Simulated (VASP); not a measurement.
# MgO (P6_3/mmc) in VASP: Born charges and dielectric tensor with LDA

Aim: the Born charges and dielectric tensor of MgO with LDA.

Program: VASP 6.6.1. These are calculated values, not measurements. Logs are shortened: lines on timing, memory, paths and dates and some standing lists are left out, and cuts for length are marked.

## Step 1: Starting point

The structure is hexagonal, space group P6_3/mmc (No. 194). The conventional cell has a = 3.434 Å, b = 3.434 Å, c = 4.124 Å, α = 90.00°, β = 90.00°, γ = 120.00°. Mg (site symmetry -6m2) is surrounded by 5 O at 1.98 to 2.06 Å. O (site symmetry -6m2) has 5 Mg at 1.98 to 2.06 Å as nearest neighbours.

Measurements of this composition are mostly on another form, of space group No. 225.

## Step 2: Born charges and dielectric tensor, LDA

INCAR

```
  ALGO = Normal
  EDIFF = 1E-8
  ENCUT = 600
  GGA = CA
  IBRION = 8
  ISIF = 2
  ISMEAR = 0
  LASPH = T
  LCHARG = F
  LEPSILON = T
  LREAL = F
  LWAVE = F
  NELM = 60
  NSW = 1
  PREC = Accurate
  SIGMA = 0.02
```

KPOINTS

```
k-points
0
Gamma
  9 9 6
```

POSCAR

```
MgO
1.0
    3.4343300000      0.0000000000      0.0000000000
   -1.7171700000      2.9742200000      0.0000000000
    0.0000000000      0.0000000000      4.1244100000
Mg O
2 2
Direct
    0.3333300000      0.6666700000      0.9522600000
    0.6666700000      0.3333300000      0.4522600000
    0.3333300000      0.6666700000      0.4523400000
    0.6666700000      0.3333300000      0.9523400000
```

Potentials or basis: VASP PAW LDA potentials, release 64 (Mg, O).

The run is started by

```sh
cat potpaw_LDA.64/Mg/POTCAR potpaw_LDA.64/O/POTCAR > POTCAR
mpirun -np 1 vasp_std > vasp.out
```

OUTCAR:

```text
EDIFF = 1E-8
   ENCUT = 600
   GGA = CA
   IBRION = 8
   ISIF = 2
   ISMEAR = 0
   LASPH = T
   LEPSILON = T
   LREAL = F
   NELM = 60
   NSW = 1
   PREC = Accurate

 ion  position               nearest neighbor table
   1  0.333  0.667  0.952-   4 1.98   4 1.98   4 1.98   3 2.06   3 2.06   2 2.86   2 2.86   2 2.86
                             2 2.86   2 2.86   2 2.86
   2  0.667  0.333  0.452-   3 1.98   3 1.98   3 1.98   4 2.06   4 2.06   1 2.86   1 2.86   1 2.86
                             1 2.86   1 2.86   1 2.86
   3  0.333  0.667  0.452-   2 1.98   2 1.98   2 1.98   1 2.06   1 2.06
   4  0.667  0.333  0.952-   1 1.98   1 1.98   1 1.98   2 2.06   2 2.06

  LATTYP: Found a hexagonal cell.
 ALAT       =     3.4343300000
 C/A-ratio  =     1.2009358448

  Lattice vectors:

 A1 = (   3.4343300000,   0.0000000000,   0.0000000000)
 A2 = (  -1.7171700000,   2.9742200000,   0.0000000000)
 A3 = (   0.0000000000,   0.0000000000,   4.1244100000)

Analysis of symmetry for initial positions (statically):
=====================================================================
 Subroutine PRICEL returns:
 Original cell was already a primitive cell.

 Routine SETGRP: Setting up the symmetry group for a
 hexagonal supercell.

 Subroutine GETGRP returns: Found  4 space group operations
 (whereof  2 operations were pure point group operations)
 out of a pool of 24 trial point group operations.

The static configuration has the point symmetry C_1h.
 The point group associated with its full space group is C_2v.

Analysis of symmetry for dynamics (positions and initial velocities):
=====================================================================
 Subroutine PRICEL returns:
 Original cell was already a primitive cell.

 Routine SETGRP: Setting up the symmetry group for a
 hexagonal supercell.

 Subroutine GETGRP returns: Found  4 space group operations
 (whereof  2 operations were pure point group operations)
 out of a pool of 24 trial point group operations.

The dynamic configuration has the point symmetry C_1h.
 The point group associated with its full space group is C_2v.

 Subroutine INISYM returns: Found  4 space group operations
 (whereof  2 operations are pure point group operations),
 and found     1 'primitive' translations

----------------------------------------------------------------------------------------

                                     Primitive cell

  volume of cell :      42.1286

  direct lattice vectors                    reciprocal lattice vectors
     3.434330000  0.000000000  0.000000000     0.291177610  0.168111793  0.000000000
    -1.717170000  2.974220000  0.000000000     0.000000000  0.336222606  0.000000000
     0.000000000  0.000000000  4.124410000     0.000000000  0.000000000  0.242458921

  length of vectors
     3.434330000  3.434335076  4.124410000     0.336223103  0.336222606  0.242458921

  position of ions in fractional coordinates (direct lattice)
     0.333330000  0.666670000  0.952260000
     0.666670000  0.333330000  0.452260000
     0.333330000  0.666670000  0.452340000
     0.666670000  0.333330000  0.952340000

[... 557 lines left out ...]

[... ionic steps 4 to 9 ...]

--------------------------------------- Ionic step       10  -------------------------------------------

------------------------ aborting loop because EDIFF is reached ----------------------------------------

[... ionic steps 11 to 11 ...]

--------------------------------------- Ionic step       12  -------------------------------------------

 Free energy of the ion-electron system (eV)
  ---------------------------------------------------
  ---------------------------------------------------
  free energy    TOTEN  =        -0.36855965 eV

  energy without entropy =       -0.36855965

------------------------ aborting loop because EDIFF is reached ----------------------------------------

 INTERNAL STRAIN TENSOR  FOR ION    3  DIRECTION 3   (eV/Angst):
 -----------------------------------------------------------------------------
    -0.00302 -0.00236 -0.00106
    -0.00236 -0.00574  0.00061
    -0.00105  0.00061  0.04439

 MACROSCOPIC STATIC DIELECTRIC TENSOR (including local field effects in DFT)
 ------------------------------------------------------
           2.937872    -0.000020     0.000000
          -0.000020     2.937861     0.000000
           0.000000     0.000000     2.941579
 ------------------------------------------------------

 PIEZOELECTRIC TENSOR (including local field effects)  for field in x, y, z        (e  Angst)
          XX          YY          ZZ          XY          YZ          ZX
  --------------------------------------------------------------------------------
  x     0.00000    -0.00000     0.00000     0.00000    -0.00001    -0.00025
  y     0.00000    -0.00000     0.00000     0.00000    -0.00026    -0.00001
  z     0.00029     0.00029    -0.00163     0.00000     0.00000     0.00000

 PIEZOELECTRIC TENSOR (including local field effects)  for field in x, y, z        (C/m^2)
          XX          YY          ZZ          XY          YZ          ZX
  --------------------------------------------------------------------------------
  x     0.00000    -0.00000     0.00000     0.00000    -0.00000    -0.00009
  y     0.00000    -0.00000     0.00000     0.00000    -0.00010    -0.00000
  z     0.00011     0.00011    -0.00062     0.00000     0.00000     0.00000

 BORN EFFECTIVE CHARGES (including local field effects) (in |e|, cummulative output)
 ---------------------------------------------------------------------------------
 ion    1
    1     1.75696     0.00000     0.00000
    2     0.00000     1.75697    -0.00000
    3    -0.00000     0.00000     1.97921
 ion    2
    1     1.75696     0.00000    -0.00000
    2     0.00000     1.75697     0.00000
    3     0.00000    -0.00000     1.97921
 ion    3
    1    -1.75696    -0.00000    -0.00001
    2    -0.00000    -1.75697     0.00000
    3    -0.00000     0.00000    -1.97921
 ion    4
    1    -1.75696    -0.00000     0.00001
    2    -0.00000    -1.75697    -0.00000
    3     0.00000    -0.00000    -1.97921

 INTERNAL STRAIN TENSOR FOR ION    4 for displacements in x,y,z  (eV/Angst):
          X           Y           Z          XY          YZ          ZX
  --------------------------------------------------------------------------------
  x     0.00081     0.00253     0.00006     9.98187     0.00019    -0.00521
  y    10.13621   -10.13818    -0.00003    -0.27147    -0.00501     0.00019
  z    -0.00302    -0.00574     0.04439    -0.00236    -0.00061     0.00106

 SECOND DERIVATIVES (NOT SYMMETRIZED)
 ------------------------------------
               1X          1Y          1Z          2X          2Y          2Z          3X          3Y          3Z          4X          4Y          4Z
  1X   -11.546025   -0.001357    0.000009    1.530758    0.000025   -0.000010    1.696858   -0.000076   -0.000208    8.318409    0.001409    0.000209
  1Y    -0.001357  -11.547638   -0.000005    0.000025    1.530792    0.000006   -0.000076    1.696777    0.000120    0.001409    8.320069   -0.000121
  1Z     0.000007   -0.000004  -11.364125    0.000006   -0.000004    5.408990   -0.000005    0.000003    3.804279   -0.000008    0.000005    2.150857
  2X     1.530758    0.000025    0.000010  -11.546025   -0.001357   -0.000009    8.318409    0.001409   -0.000209    1.696858   -0.000076    0.000208
  2Y     0.000025    1.530792   -0.000006   -0.001357  -11.547638    0.000005    0.001409    8.320069    0.000121   -0.000076    1.696777   -0.000120
  2Z    -0.000006    0.000004    5.408990   -0.000007    0.000004  -11.364125    0.000008   -0.000005    2.150857    0.000005   -0.000003    3.804279
  3X     1.700009    0.000473   -0.000002    8.322888    0.001609    0.000017  -11.955709   -0.003586    0.000191    1.932812    0.001504   -0.000207
  3Y     0.000473    1.700562    0.000001    0.001609    8.324779   -0.000010   -0.003586  -11.959898   -0.000110    0.001504    1.934556    0.000119
  3Z    -0.000086    0.000050    3.801783   -0.000086    0.000050    2.164859    0.000078   -0.000045  -12.274377    0.000094   -0.000054    6.307735
  4X     8.322888    0.001609   -0.000017    1.700009    0.000473    0.000002    1.932812    0.001504    0.000207  -11.955709   -0.003586   -0.000191
  4Y     0.001609    8.324779    0.000010    0.000473    1.700562   -0.000001    0.001504    1.934556   -0.000119   -0.003586  -11.959898    0.000110
  4Z     0.000086   -0.000050    2.164859    0.000086   -0.000050    3.801783   -0.000094    0.000054    6.307735   -0.000078    0.000045  -12.274377

 Eigenvectors and eigenvalues of the dynamical matrix
 ----------------------------------------------------

   1 f  =   16.951248 THz   106.507834 2PiTHz  565.432778 cm-1    70.104698 meV
             X         Y         Z           dx          dy          dz
     -0.000021  1.982823  3.927511    -0.000075    0.000043    0.119726
      1.717181  0.991397  1.865306    -0.000075    0.000043   -0.119726
     -0.000021  1.982823  1.865636     0.000092   -0.000053   -0.696897
      1.717181  0.991397  3.927841     0.000092   -0.000053    0.696897
[... 71 lines left out ...]
  12 f/i=    0.005802 THz     0.036458 2PiTHz    0.193547 cm-1     0.023997 meV
             X         Y         Z           dx          dy          dz
     -0.000021  1.982823  3.927511    -0.000000    0.000000   -0.549313
      1.717181  0.991397  1.865306     0.000000   -0.000000   -0.549313
     -0.000021  1.982823  1.865636     0.000000   -0.000000   -0.445259
      1.717181  0.991397  3.927841    -0.000000    0.000000   -0.445259

--------------------------------------------------------------------------------------------------------

 MACROSCOPIC STATIC DIELECTRIC TENSOR IONIC CONTRIBUTION
 ------------------------------------------------------
           2.646762    -0.000448    -0.000000
          -0.000448     2.646255    -0.000000
          -0.000000    -0.000000     5.645334
 ------------------------------------------------------

 ELASTIC MODULI CONTR FROM IONIC RELAXATION (kBar)
 Direction    XX          YY          ZZ          XY          YZ          ZX
 --------------------------------------------------------------------------------
 XX        -690.2958    690.4352      0.0060     17.9659     -0.0000     -0.0000
 YY         690.4352   -690.5753     -0.0025    -18.2033      0.0000      0.0000
 ZZ           0.0060     -0.0025     -0.0185     -0.0073     -0.0000     -0.0000
 XY          17.9659    -18.2033     -0.0073   -670.8854      0.0000     -0.0000
 YZ          -0.0000      0.0000     -0.0000      0.0000     -0.0001      0.0000
 ZX          -0.0000      0.0000     -0.0000      0.0000      0.0000     -0.0002
 --------------------------------------------------------------------------------

 PIEZOELECTRIC TENSOR IONIC CONTR  for field in x, y, z        (C/m^2)
          XX          YY          ZZ          XY          YZ          ZX
  --------------------------------------------------------------------------------
  x     0.00000    -0.00000     0.00000    -0.00000    -0.00002     0.00059
  y     0.00000    -0.00000     0.00000    -0.00000     0.00057    -0.00002
  z     0.00264    -0.00081    -0.00961    -0.00299    -0.00000    -0.00000
```

It took 7.7 min on 1 thread of Intel Xeon 6975P-C (Granite Rapids), shared host; peak memory 0.57 GiB.

What came out:

| Property | Result |
| --- | --- |
| Band gap on the k mesh | 3.55 eV, direct |
| Electronic dielectric tensor (diagonal) | 2.94 |
| Born charges (mean of the diagonal) | Mg +1.83; O -1.83 e |
| Highest phonon frequency at Γ, LO-TO splitting left out | 565 cm⁻¹ |

Levels at points of the mesh, in eV from the valence-band top:
| k point | band 6 | band 7 | band 8 | band 9 | band 10 | band 11 |
| --- | --- | --- | --- | --- | --- | --- |
| (0.00, 0.00, 0.00) | -0.88 | -0.88 | 0.00 | 3.55 | 9.58 | 12.39 |
| (0.00, 0.00, 0.50) | -1.38 | -1.38 | -1.38 | 6.57 | 6.57 | 12.92 |

Phonon frequencies in cm⁻¹ (negative: imaginary):
| q point | frequencies |
| --- | --- |
| (0.000, 0.000, 0.000) | 0 0 0 299 299 410 429 531 531 541 541 565 |

Electronic dielectric tensor:
```
2.94 0.00 0.00
0.00 2.94 0.00
0.00 0.00 2.94
```

Born effective charge tensors (e):
atom 1, Mg
```
1.76 0.00 0.00
0.00 1.76 0.00
0.00 0.00 1.98
```
atom 2, Mg
```
1.76 0.00 0.00
0.00 1.76 0.00
0.00 0.00 1.98
```
atom 3, O
```
-1.76  0.00  0.00
 0.00 -1.76  0.00
 0.00  0.00 -1.98
```
atom 4, O
```
-1.76  0.00  0.00
 0.00 -1.76  0.00
 0.00  0.00 -1.98
```
